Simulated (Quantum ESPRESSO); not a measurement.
CuI (Marshite):

```
CELL_PARAMETERS angstrom
0.00000 3.26558 3.26558
3.26558 0.00000 3.26558
3.26558 3.26558 0.00000
ATOMIC_POSITIONS crystal
I 0.00000 0.00000 0.00000
Cu 0.75000 0.75000 0.75000
```

The cell isn't the ideal one: volume scaled by 1.25.

- Program: Quantum ESPRESSO 7.5
- Task: Berry-phase polarisation
- Functional: PBE
- Potentials or basis: SSSP 1.3 efficiency PBE
- Cutoff: 748 eV
- Density cutoff: 5987 eV
- k mesh: 5 × 5 × 5
- Occupations: fermi-dirac, width 0.05 eV
- Spin: no spin polarisation
- Hubbard terms: Cu d U = 4 eV
- Start of the occupations: default
- Hubbard projectors: atomic
- Mixing beta: 0.3
- Most SCF iterations: 120
- SCF threshold: 4e-10 Ry
- k points per string: 10 × 10 × 10

The first run showed a gap, so the response started from a second, tighter run with fixed occupations.

Task: What formal polarisation does the Berry-phase calculation give along the three lattice vectors?

Result: 0.797, 0.797, 0.797 C/m², each defined up to a quantum of 1.062, 1.062, 1.062 C/m², that is 0.751, 0.751, 0.751 of the quanta. A formal value alone isn't measurable: only its change along an insulating path is.

Berry phases in units of 2π:
| direction | ionic | electronic | their sum is defined modulo |
| --- | --- | --- | --- |
| a1 | 0.250 | 0.501 | 1 |
| a2 | 0.250 | 0.501 | 1 |
| a3 | 0.250 | 0.501 | 1 |

Caveat: with symmetry on, the polarisation can be off by several percent; spin-orbit coupling is left out, which moves the levels of the heavy elements.
